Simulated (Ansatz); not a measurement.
NiO, 2 atoms in the cell. The structure is cubic, space group F-43m (No. 216). Conventional cell: a = 4.481 Å, b = 4.481 Å, c = 4.481 Å, α = 90.00°, β = 90.00°, γ = 90.00°. Ni (site symmetry -43m) is surrounded by 4 O at 1.94 Å. O (site symmetry -43m) is surrounded by 4 Ni at 1.94 Å. The cell was built by a generator and needn't be a form met in nature.

* Program: Ansatz 0.2.0
* Task: single point
* Functional: PBE
* Potentials or basis: all-electron LAPW, scalar-relativistic
* Cutoff: 442 eV (chosen from the basis error)
* Basis error allowed: 0.001 eV/atom
* k mesh: 10 × 10 × 10
* Occupations: fermi-dirac, width 0.05 eV
* Spin: collinear spin, ferromagnetic start
* Starting moments: [1.0, 0.0] μB

Potentials or basis: all-electron LAPW, scalar-relativistic.

Run with:

```bash
$ ansatz run input.yaml --threads 2 --pin off --max-ram 6144MiB --backend cpu --events-out ev --progress --plain --runs-dir out
```

Hardware: 2 threads of Intel(R) Xeon(R) Platinum 8375C CPU @ 2.90GHz (Ice Lake) (shared host).

Question: How long does it take, and how much memory?

Answer: It took 18 s on 2 threads of Intel(R) Xeon(R) Platinum 8375C CPU @ 2.90GHz (Ice Lake), with other jobs on the host, peak memory 0.46 GiB. Counts: scf iterations 12, plane waves 531, k points 47, bands 18.
